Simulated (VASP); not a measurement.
The system is BP.

```
CELL_PARAMETERS angstrom
0.00000 2.26900 2.26900
2.26900 0.00000 2.26900
2.26900 2.26900 0.00000
ATOMIC_POSITIONS crystal
P 0.75000 0.75000 0.75000
B 0.00000 0.00000 0.00000
```

Base run:

```yaml
Program: VASP 6.6.1
Functional: RPBE
Potentials_or_basis: VASP PAW PBE potentials, release 64 (P, B)
Cutoff: 520 eV
k_mesh: 10 × 10 × 10
Occupations: fermi-dirac, width 0.05 eV
Spin: no spin polarisation
```

Its results: band gap on the k mesh 1.25 eV, indirect (least direct gap 3.39 eV).

Q: The run is repeated on the same cell with these changes: functional from RPBE to TB-mBJ. What comes out?

A: Band gap on the k mesh 2.08 eV, indirect (least direct gap 4.27 eV).
